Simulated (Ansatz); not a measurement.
# Ga: how well frozen cores do

The same cell of Ga is computed with full-potential LAPW, PAW on the default files and datasets made for this crystal, to set the results side by side.

Program: Ansatz 0.2.0. Level of theory: DFT LDA, scalar-relativistic. These are calculated values, not measurements.

1 further run of the same task is left out (set aside as unsound or not needed).

## 1. The starting structure

Symmetry: I4/mmm, No. 139, tetragonal system. The conventional cell has a = 2.769 Å, b = 2.769 Å, c = 4.622 Å, α = 90.00°, β = 90.00°, γ = 90.00°. Around Ga (site symmetry 4/mmm) lie 12 Ga at 2.77 to 3.03 Å.

As a file:

```cif
data_structure
_symmetry_space_group_name_H-M 'I4/mmm'
_symmetry_Int_Tables_number 139
_cell_length_a 2.7688
_cell_length_b 2.7688
_cell_length_c 4.6224
_cell_angle_alpha 90.000
_cell_angle_beta 90.000
_cell_angle_gamma 90.000
_cell_volume 35.44
loop_
_atom_site_label
_atom_site_type_symbol
_atom_site_symmetry_multiplicity
_atom_site_Wyckoff_symbol
_atom_site_fract_x
_atom_site_fract_y
_atom_site_fract_z
_atom_site_occupancy
Ga1 Ga 2 a 0.00000 0.00000 0.00000 1
```

The file gives the conventional cell by its symmetry; the runs use the cell typed in the input.

Structure from a Materials Project entry, not relaxed further.

## 2. Full-potential LAPW

Contents of input.yaml:

```yaml
crystal:
  lattice:
    - [-1.3843987196, 1.3843987196, 2.3112238365]
    - [1.3843987196, -1.3843987196, 2.3112238365]
    - [1.3843987196, 1.3843987196, -2.3112238365]
  atoms:
    - { symbol: Ga, position: [0.0, 0.0, 0.0] }
kpoints:
  mp_grid: { grid: [18, 18, 18] }
  band_path:
    path:
      - [0.0, 0.0, 0.0]
      - [0.0, 0.0, 0.5]
      - [0.25, 0.25, 0.25]
      - [0.0, 0.5, 0.0]
      - [0.0, 0.0, 0.0]
      - [0.5, 0.5, -0.5]
      - [0.3396970935, 0.6603029065, -0.3396970935]
      - [-0.3396970935, 0.3396970935, 0.3396970935]
      - [0.0, 0.0, 0.0]
    npoints: 8
scf:
  occupations: { method: fermi_dirac, width: 0.05 }
hamiltonian:
  xc: lda
  pseudopotentials: { kind: all_electron, lapw: { basis_error: 0.0005 } }
output:
  forces: true
  stress: true
  eigenvalues: true
  populations: true
  dos: { projected: true, de: 0.2, e_range: [-14, 8] }
```

Command:

```console
$ ansatz run input.yaml --threads 1 --pin off --max-ram 2048MiB --backend cpu --events-out ev --progress --plain --runs-dir out
```

Log:

```text
Ga: projections on atomic orbitals take those of the free atom 1s2 2s2 2p6 3s2 3p6 3d10 4s2 4p1, of charge +0.00 (hamiltonian.pseudopotentials.projection_atoms)
LAPW: plane waves up to 8.223 Å⁻¹, error target 5.0e-4 eV per atom; small_component_spin mean_spin; Ga in spheres of 1.384 Å, 21 of its electrons in bands, Dirac shells []
Engine: ansatz 0.2.0
Pseudopotentials: kind: all_electron
Pseudopotential: Ga, LAPW, valence charge 21, Koelling and Harmon's equation, gaussian nucleus
Functional definition: SPW92
  exchange = slater_x
  correlation = pw_c
Crystal: 1 atoms, lattice volume = 17.718 Å³
Basis set: ecut = 257.61170819372535 eV, 155 PW (Γ), FFT grids on a1+a3, a2+a3, a3, exchange–correlation at level 2
Bands: 15, of which v1, the nominal top of the filled ones, is band 11 counted from 1 (10 counted from 0)
Symmetry: 16 space group operations
Space group: I4/mmm (ITA 139), of the structure as read, at distance tolerance 2.6e-5 Å
k-points: 480 of 5832
Non-local potential: Ga, projectors of the file, none
Initial density: superposition of atomic densities (chi_scale 0.1, normalization cell)
Initial wavefunctions: plane waves of lowest kinetic energy (no species holds an atomic orbital)
Functional: x = slater, c = lda
iter 1 solved again at ethr=4.83e-5 eV; its pass at ethr=1.00e-1 eV (dr2=1.01e-2 eV) is discarded
SCF iter   1: F=—  HF=-52823.916121 eV  |F-HF|=—  |Δ(HF+E_count)|=         —  Δρ=9.82e-3  dr2=1.02e-2  ethr=4.83e-5  ⟨swp⟩=3.2  Hψ=50108  notcnv=0
preconditioner: auto → Kerker (q_TF=auto, 2.807 Å⁻¹)  [metal: Δε(μ)=0.005 eV  Ē_g=21.525 eV  σ=0.050 eV  W_gap=0.02  n_scr=10 (ndim 8)  ℏωp=31.8 eV  f_vac=0.000  D(μ)=0.40/eV (n_scr^D=0)]
SCF iter   2: F=—  HF=-52823.880867 eV  |F-HF|=—  |Δ(HF+E_count)|=   3.53e-2  Δρ=5.28e-3  dr2=3.47e-3  ethr=4.83e-5  ⟨swp⟩=2.0  Hψ=21417  notcnv=0
SCF iter   3: F=—  HF=-52823.873907 eV  |F-HF|=—  |Δ(HF+E_count)|=   6.96e-3  Δρ=4.03e-3  dr2=2.14e-3  ethr=1.65e-5  ⟨swp⟩=2.0  Hψ=20366  notcnv=0
SCF iter   4: F=—  HF=-52823.872744 eV  |F-HF|=—  |Δ(HF+E_count)|=   1.16e-3  Δρ=2.17e-3  dr2=6.88e-4  ethr=1.02e-5  ⟨swp⟩=2.0  Hψ=20369  notcnv=0
iter 5 solved again at ethr=1.99e-7 eV; its pass at ethr=3.28e-6 eV (dr2=4.17e-5 eV) is discarded
SCF iter   5: F=—  HF=-52823.872594 eV  |F-HF|=—  |Δ(HF+E_count)|=   1.50e-4  Δρ=4.96e-4  dr2=4.17e-5  ethr=1.99e-7  ⟨swp⟩=2.0  Hψ=34563  notcnv=0
SCF iter   6: F=—  HF=-52823.872591 eV  |F-HF|=—  |Δ(HF+E_count)|=   3.12e-6  Δρ=7.42e-5  dr2=1.16e-6  ethr=1.99e-7  ⟨swp⟩=2.0  Hψ=20368  notcnv=0
SCF iter   7: F=-52823.872591 eV  HF=-52823.872591 eV  |F-HF|=1.12e-9  |Δ(HF+E_count)|=   1.06e-7  Δρ=1.32e-5  dr2=3.62e-8  ethr=5.51e-9  ⟨swp⟩=2.0  Hψ=20368  notcnv=0
SCF 1 converged in 7 iterations: F = -52823.872591 eV  dr2 = 3.62e-8
NSCF: frozen V_eff on 65 k-points
SCF converged after 7 iterations
Free energy (F): -52823.872591 eV
Harris-Foulkes:  -52823.872591 eV  (|F-HF|=1.12e-9)
Internal energy: -52823.869219 eV  (E = F + TS)
E sigma→0 (E₀):  -52823.870905 eV
Entropy (-TS):   -0.003372 eV (-3.372 meV/atom)
Fermi energy:    12.377970 eV
--- Per-component energies (eV) ---
  E_band       = -752.545501
  E_kinetic    = 53841.355353
  E_xc         = -1982.154972
  E_electrostatic = -104683.069600  (all electrons and nuclei)
  E_smearing   = -0.003372  (= −TS)
  E_closure    = 0.000000  (closes the sum)
  E_atoms      = -52820.322739  (free atoms, spherical and without spin; not in F)
  Σ components = -52823.872591   (vs F -52823.872591, Δ=0.00e0)
  Basis errors (estimates in eV, not in F): energy 1.4e-4 per atom: plane waves 1.3e-4 (6.7e-5 summed), levels above the bands 5.0e-132, relativity 1.4e-9, radial functions 7.2e-6, core shells 2.3e-11; eigenvalues (radial functions only) 7.0e-5; not estimated: angular momenta, meshes, grids; target (lapw.basis_error) 5.0e-4; muffin-tin radii Ga 1.384 Å
--- Forces (eV/Å), atoms counted from 1 ---
  atom   1  Ga    -0.00000000     0.00000000     0.00000000
  max |Σ_I F_I| component: 1.79e-31 eV/Å
--- Stress (GPa, compression-positive) ---
       -1.431625      -0.000000      -0.000000
       -0.000000      -1.431625       0.000000
       -0.000000       0.000000      -2.752225
  P = ⅓ Tr σ = -1.8718 GPa (-18.718 kbar)
--- Band table (eV; the first three rows and the last of 480) ---
  k-point 0: bands = ["-130.4457", "-81.6789", "-81.6568", "-81.6568", "-2.7179", "-2.5556", "-2.5199", "-2.5199", "-2.3574", "0.8830", "24.9119", "25.2708", "25.2708", "28.6148", "29.1725"]
  k-point 1: bands = ["-130.4457", "-81.6789", "-81.6570", "-81.6570", "-2.7041", "-2.5499", "-2.5269", "-2.5163", "-2.3643", "1.0059", "24.2712", "24.3697", "24.8352", "27.4894", "29.4210"]
  k-point 2: bands = ["-130.4456", "-81.6790", "-81.6576", "-81.6574", "-2.6641", "-2.5471", "-2.5349", "-2.5056", "-2.3850", "1.3766", "22.6183", "23.1683", "23.8276", "25.8501", "29.6038"]
  k-point 479: bands = ["-130.4454", "-81.6822", "-81.6578", "-81.6578", "-2.8347", "-2.7338", "-2.3158", "-2.3158", "-2.3080", "7.8506", "8.5137", "19.5380", "19.5380", "22.7827", "23.7561"]
--- Löwdin populations: 1 site ---
  site symbol       q [e]
     0     Ga     30.9845
  spilling = 0.000499 (of n_electrons = 31.000000)
```

It took 26 s on 1 thread, shared host.

This run gives: pressure -1.87 GPa; no gap.

Levels at the path's labelled points, in eV from the Fermi level:

| point | band 8 | band 9 | band 10 | band 11 | band 12 | band 13 | band 14 |
| --- | --- | --- | --- | --- | --- | --- | --- |
| Γ | -14.90 | -14.74 | -11.49 | 12.53 | 12.89 | 12.89 | 16.24 |
| X | -14.73 | -14.58 | -1.93 | -1.00 | 3.75 | 5.09 | 8.02 |
| P | -14.78 | -14.58 | -0.41 | 0.00 | 0.00 | 2.40 | 13.60 |
| N | -14.73 | -14.68 | -4.93 | -4.14 | 7.87 | 11.93 | 12.43 |
| Γ | -14.90 | -14.74 | -11.49 | 12.53 | 12.89 | 12.89 | 16.24 |
| M | -14.69 | -14.69 | -4.53 | -3.86 | 7.16 | 7.16 | 10.40 |
| S | -14.79 | -14.73 | -3.15 | -1.58 | -1.42 | 9.30 | 12.54 |
| S0 | -14.79 | -14.73 | -3.15 | -1.58 | -1.42 | 9.30 | 12.54 |
| Γ | -14.90 | -14.74 | -11.49 | 12.53 | 12.89 | 12.89 | 16.24 |

States per cell in windows of 1 eV (zero at the Fermi level; grid of 0.20 eV, so sharp peaks spill over the borders):

| from | to | total | Ga 4p | Ga 4s |
| --- | --- | --- | --- | --- |
| -10 | -9 | 0.16 | 0.08 | 0.07 |
| -9 | -8 | 0.19 | 0.11 | 0.08 |
| -8 | -7 | 0.23 | 0.12 | 0.10 |
| -7 | -6 | 0.26 | 0.14 | 0.12 |
| -6 | -5 | 0.30 | 0.14 | 0.15 |
| -5 | -4 | 0.32 | 0.14 | 0.18 |
| -4 | -3 | 0.30 | 0.15 | 0.15 |
| -3 | -2 | 0.32 | 0.20 | 0.11 |
| -2 | -1 | 0.36 | 0.26 | 0.09 |
| -1 | 0 | 0.41 | 0.29 | 0.12 |
| 0 | 1 | 0.36 | 0.25 | 0.10 |
| 1 | 2 | 0.42 | 0.30 | 0.11 |
| 2 | 3 | 0.44 | 0.32 | 0.10 |
| 3 | 4 | 0.47 | 0.35 | 0.09 |
| 4 | 5 | 0.52 | 0.41 | 0.07 |

## 3. PAW on the default files

Edit input.yaml of step 2 so:

```diff
@@ -25,3 +25,3 @@
   xc: lda
-  pseudopotentials: { kind: all_electron, lapw: { basis_error: 0.0005 } }
+  pseudopotentials: { kind: paw }
 output:
@@ -30,3 +30,9 @@
   eigenvalues: true
+  efg: { contact_densities: true }
   populations: true
+  bader: true
   dos: { projected: true, de: 0.2, e_range: [-14, 8] }
+  write_density: true
+  write_potential: true
+  elf: true
+  volumetric_format: npy
```

Command:

```console
$ ansatz run input.yaml --threads 1 --pin off --max-ram 2048MiB --backend cpu --events-out ev --progress --plain --runs-dir out
```

Log, cut to the lines that bear on the results:

```text
[...]
Pseudopotentials: kind: paw
Pseudopotential: Ga, paw, valence charge 13, recommended cutoff 420 eV (normal)
Functional definition: SPW92
[...]
Crystal: 1 atoms, lattice volume = 17.718 Å³
Basis set: ecut = 420 eV, 331 PW (Γ)
Bands: 11, of which v1, the nominal top of the filled ones, is band 7 counted from 1 (6 counted from 0)
Symmetry: 16 space group operations
Space group: I4/mmm (ITA 139), of the structure as read, at distance tolerance 2.6e-5 Å
k-points: 480 of 5832
[...]
SCF iter   1: F=—  HF=-3706.932510 eV  |F-HF|=—  |Δ(HF+E_count)|=         —  Δρ=5.93e-3  dr2=2.15e-3  ethr=1.77e-3  ⟨swp⟩=5.2  Hψ=31709  notcnv=0
[...]
SCF iter   6: F=-3706.931564 eV  HF=-3706.931564 eV  |F-HF|=2.26e-10  |Δ(HF+E_count)|=   9.78e-9  Δρ=2.11e-6  dr2=2.40e-10  ethr=6.88e-11  ⟨swp⟩=5.0  Hψ=26960  notcnv=0
[...]
NSCF: frozen V_eff on 65 k-points
SCF converged after 6 iterations
[...]
  atom   1  Ga    -0.00000000     0.00000000    -0.00000000
[...]
--- Stress (GPa, compression-positive) ---
       -1.478125      -0.000000      -0.000000
       -0.000000      -1.478125       0.000000
       -0.000000      -0.000000      -2.793178
  P = ⅓ Tr σ = -1.9165 GPa (-19.165 kbar)
--- PAW observables at the nuclei: V_zz in 10²¹ V/m², potentials from the cell's mean, atoms counted from 1 ---
  atom   1  Ga V_zz =    +3.039368   η = 0.0000   by run symmetry: allowed
            electrostatic potential = -4133.947670 V   contact ρ = 186496.006116 e/Å³
--- Band table (eV; the first three rows and the last of 480) ---
  k-point 0: bands = ["-4.9285", "-4.7671", "-4.7313", "-4.7313", "-4.5686", "-1.3096", "22.7125", "23.0708", "23.0708", "26.4208", "26.9702"]
[...]
--- Löwdin populations: 1 site ---
  site symbol       q [e]
     0     Ga     12.9793
  spilling = 0.001593 (of n_electrons = 13.000000)
--- Bader charges: 1 site ---
  site symbol  charge [e]  shift [e]
     0     Ga      0.0000     0.0000
  estimated error of the sums over rays = 2.0e-7 e
```

Wall time 11 s (1 thread, shared host).

Result: pressure -1.92 GPa; no gap; Vzz Ga 3.04 (η = 0.00) (10²¹ V/m²).

The fields are shown in the conventional cell of this run's space group, carried over from its grid by interpolation.

Density in a lattice plane of the grid's cell (edges 2.77 and 4.62 Å, at 0.000 of the third edge), which holds Ga.

Ten even steps from '0' (0.09 e/Å³) to '9' (52.06 e/Å³):
```
53100000000013
10000000000000
00000000000000
00000000000000
00000000000000
00000000000000
00000000000000
00000000000000
00000000000000
00000000000000
00000000000000
00000000000000
00000000000000
00000000000000
00000000000000
00000000000000
00000000000000
10000000000000
53100000000013
96100000000016
```
Columns run along the first of these edges and rows up along the second, over one cell in 14 and 20 even steps from the bottom left corner. Atoms in the plane (fractional): Ga at (0.00, 0.00).

ELF in the same plane.

Values, 12 rows by 8 columns:
```
0.05 0.12 0.28 0.34 0.41 0.34 0.28 0.12
0.28 0.29 0.30 0.34 0.33 0.34 0.30 0.29
0.28 0.29 0.30 0.28 0.28 0.28 0.30 0.29
0.19 0.21 0.25 0.30 0.33 0.30 0.25 0.21
0.13 0.18 0.28 0.37 0.41 0.37 0.28 0.18
0.12 0.18 0.30 0.40 0.43 0.40 0.30 0.18
0.13 0.18 0.28 0.37 0.41 0.37 0.28 0.18
0.19 0.21 0.25 0.30 0.33 0.30 0.25 0.21
0.28 0.29 0.30 0.28 0.28 0.28 0.30 0.29
0.28 0.29 0.30 0.34 0.33 0.34 0.30 0.29
0.05 0.12 0.28 0.34 0.41 0.34 0.28 0.12
0.54 0.07 0.24 0.34 0.43 0.34 0.24 0.07
```
Columns run along the first of these edges and rows up along the second, over one cell in 8 and 12 even steps from the bottom left corner. Atoms in the plane (fractional): Ga at (0.00, 0.00).

Both are smooth fields of the valence electrons: close to the nuclei they are not physical.

## 4. Datasets made for this crystal

Edit input.yaml of step 3 so:

```diff
@@ -25,3 +25,3 @@
   xc: lda
-  pseudopotentials: { kind: paw }
+  pseudopotentials: { kind: all_electron, datasets: crystal }
 output:
@@ -31,8 +31 @@
   efg: { contact_densities: true }
-  populations: true
-  bader: true
-  dos: { projected: true, de: 0.2, e_range: [-14, 8] }
-  write_density: true
-  write_potential: true
-  elf: true
-  volumetric_format: npy
```

Command:

```console
$ ansatz run input.yaml --threads 1 --pin off --max-ram 2048MiB --backend cpu --events-out ev --progress --plain --runs-dir out
```

Log, cut to the lines that bear on the results:

```text
[...]
Pseudopotentials: kind: all_electron
Pseudopotential: Ga, paw, valence charge 13, recommended cutoff 240 eV (normal), Koelling and Harmon's equation, gaussian nucleus
Functional definition: SPW92
[...]
Crystal: 1 atoms, lattice volume = 17.718 Å³
Basis set: ecut = 240 eV, 153 PW (Γ)
Bands: 11, of which v1, the nominal top of the filled ones, is band 7 counted from 1 (6 counted from 0)
Symmetry: 16 space group operations
Space group: I4/mmm (ITA 139), of the structure as read, at distance tolerance 2.6e-5 Å
k-points: 480 of 5832
[...]
SCF iter   1: F=—  HF=-52823.885481 eV  |F-HF|=—  |Δ(HF+E_count)|=         —  Δρ=1.60e-2  dr2=4.79e-2  ethr=3.69e-4  ⟨swp⟩=3.5  Hψ=30233  notcnv=0
[...]
SCF iter   9: F=-52823.872679 eV  HF=-52823.872679 eV  |F-HF|=5.82e-11  |Δ(HF+E_count)|=   6.34e-9  Δρ=1.48e-7  dr2=3.49e-12  ethr=1.23e-11  ⟨swp⟩=3.0  Hψ=11577  notcnv=0
[...]
In the spheres:  the bands' charges fall short by 1.0e-5 e at most (sound up to 1e-3)
Fermi energy:    12.377930 eV
[...]
  The terms above E_closure are by the made datasets' own strengths, without shells solved beside the bands.
--- Forces (eV/Å), atoms counted from 1 ---
  atom   1  Ga    -0.00000000    -0.00000000    -0.00000000
[...]
--- Stress (GPa, compression-positive) ---
       -1.431377      -0.000000      -0.000000
       -0.000000      -1.431377       0.000000
       -0.000000       0.000000      -2.752785
  P = ⅓ Tr σ = -1.8718 GPa (-18.718 kbar)
--- PAW observables at the nuclei: V_zz in 10²¹ V/m², potentials from the cell's mean, atoms counted from 1 ---
  atom   1  Ga V_zz =    +3.061961   η = 0.0000   by run symmetry: allowed
            electrostatic potential = -4130.523342 V   contact ρ = 186562.625900 e/Å³
--- Band table (eV; the first three rows and the last of 480) ---
  k-point 0: bands = ["-2.7186", "-2.5550", "-2.5197", "-2.5197", "-2.3581", "0.8830", "24.9121", "25.2706", "25.2706"]
[...]
```

Wall time 21 s (1 thread, shared host).

Result: pressure -1.87 GPa; no gap; Vzz Ga 3.06 (η = 0.00) (10²¹ V/m²).

| atom | contact density (e/Å³) |
| --- | --- |
| Ga | 186562.6 |

## 5. Comparison

```
          method  pressure (GPa)  Vzz Ga (10²¹ V/m²)  SCF cycles, all passes
            LAPW           -1.87                   –                       7
             PAW           -1.92                3.04                       6
crystal datasets           -1.87                3.06                       9
```

## 6. What came out

| quantity | value |
| --- | --- |
| pressure | LAPW -1.87, PAW -1.92, crystal datasets -1.87 GPa |
| gap (LAPW) | none |

The pressure of -1.9 GPa pushes the cell to shrink, with the atoms held in place. The count of 21 electrons in bands leaves a band partly filled, so there is no gap. Within 0.3 eV of the Fermi level the largest projected share is Ga 4p (69 %). The projection holds only the free atom's occupied shells (Ga 4s, Ga 4p in this range). The field gradient at Ga, the largest by crystal datasets, is 3.04 by PAW and 3.06 by crystal datasets (10²¹ V/m²), within 5 %. PAW lies -0.04 GPa from LAPW in pressure. The price, with the outputs that each input asks for: 26 s for LAPW against 11 s for PAW, about 2.4 to one.
